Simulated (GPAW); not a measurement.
The system is TiAl.

```
CELL_PARAMETERS angstrom
3.17906 0.00000 0.00000
0.00000 3.17906 0.00000
0.00000 0.00000 3.17906
ATOMIC_POSITIONS crystal
Ti 0.00000 0.00000 0.00000
Al 0.50000 0.50000 0.50000
```

The cell comes from a database or a generator and needn't be the stable form of this composition.

Program: GPAW 26.7.0. Alike in all runs: no spin polarisation; cell as given; k mesh 8 × 8 × 8; cutoff (eV) 600.

Q: Order these runs on this cell by their pressure, lowest first.
A. level LDA; potentials or basis the program's PAW data sets (release 1.2.1) made for this functional, pw; smearing gaussian 0.1 eV
B. level PBEsol+D4+U; potentials or basis PAW data sets generated in the run's folder for this functional, pw; U Ti d U = 4.5 eV; smearing fermi-dirac 0.05 eV
C. level PBEsol; potentials or basis PAW data sets generated in the run's folder for this functional, pw; smearing fermi-dirac 0.05 eV; band path GXMGRX,MR; band points 100
D. level r2SCAN+U; potentials or basis GPAW PAW data sets (gpaw-data 1.2.1), pw; U Ti d U = 3.5 eV; smearing fermi-dirac 0.05 eV; band path GXMGRX,MR; band points 80; U projector left unscaled no

A: A (-5.9 GPa), C (-2.5 GPa), B (-0.3 GPa), D (2.2 GPa).

Caveats: U without spin polarisation on a metal has little footing (some runs); the U is typed as a test and isn't derived for this compound (some runs); pairwise dispersion overbinds metals, which lowers pressure and volume (some runs); the PAW data sets were made with another functional, which shifts forces and pressure a little (some runs).

Not every run made on this cell is shown here.
